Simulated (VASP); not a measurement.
# CuAu (P4/mmm) in VASP: notebook

One crystal, CuAu, is run at these levels: PBE; tasks: single point.

All numbers are computed with VASP 6.6.1; they aren't measurements. Logs are shortened: lines on timing, memory, paths and dates and some standing lists are left out, and cuts for length are marked.

## (1) The crystal as given

The structure is tetragonal, space group P4/mmm (No. 123). The conventional cell has a = 2.811 Å, b = 2.811 Å, c = 3.685 Å, α = 90.00°, β = 90.00°, γ = 90.00°. Au (site symmetry 4/mmm) is surrounded by 8 Cu at 2.71 Å and 4 Au at 2.81 Å. Cu (site symmetry 4/mmm) has 8 Au at 2.71 Å and 4 Cu at 2.81 Å as nearest neighbours.

## (2) Single point, PBE

The input, INCAR:

```
SYSTEM = CuAu
ADDGRID  = .FALSE.      
ALGO     = Normal         ! electronic algorithm
EDIFF    = 1E-4           ! SCF threshold, eV
ENCUT    = 520            ! plane-wave cutoff, eV
GGA      = PE             ! functional
ISIF     = 2              ! what is computed and relaxed
ISMEAR   = 1              ! smearing method
LASPH    = .TRUE.         ! aspherical terms in the spheres
LCHARG   = .FALSE.        ! write CHGCAR
LREAL    = .FALSE.        ! projectors in reciprocal space
LWAVE    = .FALSE.        ! write WAVECAR
NBANDS   = 18             ! bands
NELM     = 100            ! most SCF steps
PREC     = Accurate       ! precision mode
SIGMA    = 0.2            ! smearing width, eV
```

The input, KPOINTS:

```
k-points
0
G
  10 10 8
  0 0 0
```

The input, POSCAR:

```
CuAu
1.0
    2.8107494552      0.0000000000      0.0000000000
    0.0000000000      2.8107494552      0.0000000000
    0.0000000000      0.0000000000      3.6850000000
Au Cu
1 1
Direct
    0.0000000000      0.0000000000      0.0000000000
    0.5000000000      0.5000000000      0.5000000000
```

Potentials or basis: VASP PAW PBE potentials, release 64 (Au, Cu).

On the command line:

```
cat potpaw_PBE.64/Au/POTCAR potpaw_PBE.64/Cu/POTCAR > POTCAR
mpirun -np 1 vasp_std > vasp.out
```

OUTCAR:

```text
SYSTEM = CuAu
   EDIFF = 1E-4
   ENCUT = 520
   GGA = PE
   ISIF = 2
   ISMEAR = 1
   LASPH = .TRUE.
   LREAL = .FALSE.
   NELM = 100
   PREC = Accurate

 Found    105 irreducible k-points:

 Following reciprocal coordinates:
            Coordinates               Weight
  0.000000  0.000000  0.000000      1.000000
  0.100000  0.000000  0.000000      4.000000
  0.200000  0.000000  0.000000      4.000000
  0.300000  0.000000  0.000000      4.000000
  0.400000  0.000000  0.000000      4.000000
  0.500000  0.000000  0.000000      2.000000
   k-points           NKPTS =    105   k-points in BZ     NKDIM =    105   number of bands    NBANDS=     18
   number of dos      NEDOS =    301   number of ions     NIONS =      2
   total plane-waves  NPLWV =  16128
   dimension x,y,z NGX =    24 NGY =   24 NGZ =   28
   dimension x,y,z NGXF=    48 NGYF=   48 NGZF=   56
   ions per type =               1   1
   NGX,Y,Z   is equivalent  to a cutoff of  14.20, 14.20, 12.63 a.u.
   NGXF,Y,Z  is equivalent  to a cutoff of  28.39, 28.39, 25.26 a.u.
 SYSTEM =  CuAu
   PREC   = accura    normal or accurate (medium, high low for compatibility)
   ISTART =      0    job   : 0-new  1-cont  2-samecut
   ICHARG =      2    charge: 1-file 2-atom 10-const
   ISPIN  =      1    spin polarized calculation?
   LNONCOLLINEAR =      F non collinear calculations
   LSORBIT =      F    spin-orbit coupling
   LASPH  =      T    aspherical Exc in radial PAW
   ENCUT  =  520.0 eV  38.22 Ry    6.18 a.u.   5.23  5.23  6.85*2*pi/ulx,y,z
   NELM   =    100;   NELMIN=  2; NELMDL= -5     # of ELM steps
   EDIFF  = 0.1E-03   stopping-criterion for ELM
   LREAL  =      F    real-space projection
   EDIFFG = 0.1E-02   stopping-criterion for IOM
   NSW    =      0    number of steps for IOM
   IBRION =     -1    ionic relax: 0-MD 1-quasi-New 2-CG
   NFREE  =      0    steps in history (QN), initial steepest desc. (CG)
   ISIF   =      2    stress and relaxation
   ISYM   =      2    0-nonsym 1-usesym 2-fastsym
   POTIM  = 0.5000    time-step for ionic-motion
   TEBEG  =    0.0;   TEEND  =   0.0 temperature during run
   PSTRESS=    0.0 pullay stress
   NELECT =      22.0000    total number of electrons
   NUPDOWN=      -1.0000    fix difference up-down
   EMIN   =  10.00;   EMAX   =-10.00  energy-range for DOS
   EFERMI =   0.00;   METHOD = LEGACY
   ISMEAR =     1;   SIGMA  =   0.20  broadening in eV -4-tet -1-fermi 0-gaus
   EFERMI_NEDOS =   21; number of points for ismear=-14 and -15
   IALGO  =     38    algorithm
   IMIX   =      4    mixing-type and parameters
     AMIX     =   0.40;   BMIX     =  1.00
     AMIX_MAG =   1.60;   BMIX_MAG =  1.00
  volume/ion in A,a.u.               =      14.56        98.23
  Fermi-wavevector in a.u.,A,eV,Ry     =   1.491152  2.817868 30.253005  2.223533
  Thomas-Fermi vector in A             =   2.603843
   LORBIT       =      0    0 simple, 1 ext, 2 COOP (PROOUT), +10 PAW based schemes
   GGA     = PE    functional components
   LHFCALC =     F    Hartree Fock is set to
   AEXX    =    0.0000 exact exchange contribution
   IVDW    =     0    specifies the selected vdW correction
   LEPSILON=     F    determine dielectric tensor
   LRPA    =     F    only Hartree local field effects (RPA)
 non-spin polarized calculation
 Methfessel and Paxton  Order N= 1 SIGMA  =   0.20
  energy-cutoff  :      520.00
  volume of cell :       29.11
 maximum number of plane-waves:       802
 NGX is ok and might be reduce to    24
   NGX = 11   NGY = 11   NGZ = 13

 number of electron      22.0000010 magnetization

 Free energy of the ion-electron system (eV)
  ---------------------------------------------------
  ext. energy  EPLUGINS =         0.00000000
  ---------------------------------------------------
  free energy    TOTEN  =        -7.04563093 eV

  energy without entropy =       -7.04606129  energy(sigma->0) =       -7.04577439

 E-fermi :   8.7206     XC(G=0): -12.6643

 val. band max:        8.7168702964   @ k =   0.5000   0.1000   0.5000
 cond. band min:       8.7248532103   @ k =   0.5000   0.1000   0.5000
 fundamental gap:      0.0079829139
 Fermi energy:         8.7205670920

 k-point     1 :       0.0000    0.0000    0.0000
  band No.  band energies     occupation
      1      -1.0363      2.00000
      2       2.1363      2.00000
      3       2.2858      2.00000
      4       4.6705      2.00000
      5       4.6705      2.00000
      6       5.7346      2.00000
[... 10 lines left out ...]
     17      25.5472      0.00000
     18      26.1388      0.00000

 k-point     2 :       0.1000    0.0000    0.0000
  band No.  band energies     occupation
      1      -0.8043      2.00000
      2       2.2466      2.00000
      3       2.4246      2.00000
      4       4.5301      2.00000
      5       4.7245      2.00000
      6       5.6347      2.00000
[... 10 lines left out ...]
     17      26.2137      0.00000
     18      27.2642      0.00000

 k-point     3 :       0.2000    0.0000    0.0000
  band No.  band energies     occupation
      1      -0.1522      2.00000
      2       2.4708      2.00000
      3       2.8984      2.00000
      4       4.1515      2.00000
      5       4.8781      2.00000
      6       5.3642      2.00000
[... 10 lines left out ...]
     17      25.7197      0.00000
     18      27.5637      0.00000

 k-point     4 :       0.3000    0.0000    0.0000
  band No.  band energies     occupation
      1       0.7742      2.00000
      2       2.7723      2.00000
      3       3.5701      2.00000
      4       3.6876      2.00000
      5       5.0238      2.00000
      6       5.1030      2.00000
[... 10 lines left out ...]
     17      23.8993      0.00000
     18      26.4648      0.00000

 k-point     5 :       0.4000    0.0000    0.0000
  band No.  band energies     occupation
      1       1.6648      2.00000
      2       3.1361      2.00000
      3       3.3305      2.00000
      4       4.1065      2.00000
      5       4.7520      2.00000
      6       5.3374      2.00000
[... 10 lines left out ...]
     17      23.8443      0.00000
     18      25.2448      0.00000

 k-point     6 :       0.5000    0.0000    0.0000
  band No.  band energies     occupation
      1       2.0373      2.00000
      2       3.1994      2.00000
      3       3.3883      2.00000
      4       4.2328      2.00000
      5       4.6499      2.00000
      6       5.4523      2.00000
[... 10 lines left out ...]
     17      24.7403      0.00000
     18      25.8639      0.00000

 [... further k-points ...]

------------------------ aborting loop because EDIFF is reached ----------------------------------------

  FORCE on cell =-STRESS in cart. coord.  units (eV):
  Direction    XX          YY          ZZ          XY          YZ          ZX
  --------------------------------------------------------------------------------------
  -------------------------------------------------------------------------------------
  Total        1.0495736      1.0495736      0.7140166      0.0000000      0.0000000     -0.0000000
  in kB       57.7619316     57.7619316     39.2949837      0.0000000      0.0000000     -0.0000000
  external PRESSURE =      51.6062823 kB  Pullay stress =       0.0000000 kB

 VOLUME and BASIS-vectors are now :
 -----------------------------------------------------------------------------
  energy-cutoff  :      520.00
  volume of cell :       29.11
      direct lattice vectors                 reciprocal lattice vectors
     2.810749455  0.000000000  0.000000000     0.355776997  0.000000000  0.000000000
     0.000000000  2.810749455  0.000000000     0.000000000  0.355776997  0.000000000
     0.000000000  0.000000000  3.685000000     0.000000000  0.000000000  0.271370421

 POSITION                                       TOTAL-FORCE (eV/Angst)
 -----------------------------------------------------------------------------------
      0.00000      0.00000      0.00000         0.000000      0.000000      0.000000
      1.40537      1.40537      1.84250         0.000000      0.000000      0.000000
 -----------------------------------------------------------------------------------
    total drift:                                0.000000      0.000000     -0.000000

  FREE ENERGIE OF THE ION-ELECTRON SYSTEM (eV)
  ---------------------------------------------------
  free  energy   TOTEN  =        -7.0456309338 eV

  energy  without entropy=       -7.0460612908  energy(sigma->0) =       -7.04577439
```

It took 26 s on 1 thread of Intel Xeon Platinum 8375C at 2.90GHz (Ice Lake), shared host; peak memory 0.16 GiB.

The run converged, but some of its settings lie outside the range that counts as converged, so its numbers aren't taken as properties of the crystal.

Results:

```yaml
Free_energy: -7.0456 eV
Pressure: 5.2 GPa
Band_gap_on_the_k_mesh: none (metal or under the smearing width)
```

## (3) Single point, PBE

INCAR is that of step 2.

KPOINTS is that of step 2.

The input, POSCAR:

```
CuAu
1.0
    2.8107494552      0.0000000000      0.0000000000
    0.0000000000      2.8107494552      0.0000000000
    0.0000000000      0.0000000000      3.6850000000
Au Cu
1 1
Direct
    0.0257070000      0.0114430000     -0.0258500000
    0.4994280000      0.4658820000      0.5068750000
```

Potentials or basis: VASP PAW PBE potentials, release 64 (Au, Cu).

On the command line:

```
cat potpaw_PBE.64/Au/POTCAR potpaw_PBE.64/Cu/POTCAR > POTCAR
mpirun -np 1 vasp_std > vasp.out
```

It took 86 s on 1 thread of Intel Xeon Platinum 8375C at 2.90GHz (Ice Lake), shared host; peak memory 0.3 GiB.

These settings aren't checked as converged: the numbers below hold their error.

Results:

- Free energy: -6.9507 eV
- Pressure: 7.5 GPa
- Largest force: 1.100 eV/Å
- Band gap on the k mesh: none (metal or under the smearing width)

## (4) Single point, PBE

Changes to INCAR since step 3:

```diff
@@ -3,4 +3,4 @@
 ALGO     = Normal         ! electronic algorithm
-EDIFF    = 1E-4           ! SCF threshold, eV
-ENCUT    = 520            ! plane-wave cutoff, eV
+EDIFF    = 1E-6           ! SCF threshold, eV
+ENCUT    = 460            ! plane-wave cutoff, eV
 GGA      = PE             ! functional
```

The input, KPOINTS:

```
k-points
0
G
  12 12 9
  0 0 0
```

The input, POSCAR:

```
CuAu
1.0
    2.8107494552      0.0000000000      0.0000000000
    0.0000000000      2.8107494552      0.0000000000
    0.0000000000      0.0000000000      3.6850000000
Au Cu
1 1
Direct
    0.0000000000      0.0000000000      0.0000000000
    0.5000000000      0.5000000000      0.5000000000
```

On the command line:

```
cat potpaw_PBE.64/Au/POTCAR potpaw_PBE.64/Cu/POTCAR > POTCAR
mpirun -np 1 vasp_std > vasp.out
```

Run time: 40 s. Hardware: 1 thread of Intel Xeon Platinum 8375C at 2.90GHz (Ice Lake), shared host; peak memory 0.15 GiB.

These settings aren't checked as converged: the numbers below hold their error.

Results:

```
Free energy            : -7.0458 eV
Pressure               : 4.4 GPa
Band gap on the k mesh : none (metal or under the smearing width)
```

## (5) The reference run

An earlier run on the cell as given: functional PBEsol; potentials or basis VASP PAW PBE potentials, release 64 (Au, Cu); cutoff 520 eV; k mesh 9 × 9 × 7; occupations fermi-dirac, width 0.05 eV; no spin polarisation.

- Pressure: -3.9 GPa
- Band gap on the k mesh: none (metal or under the smearing width)
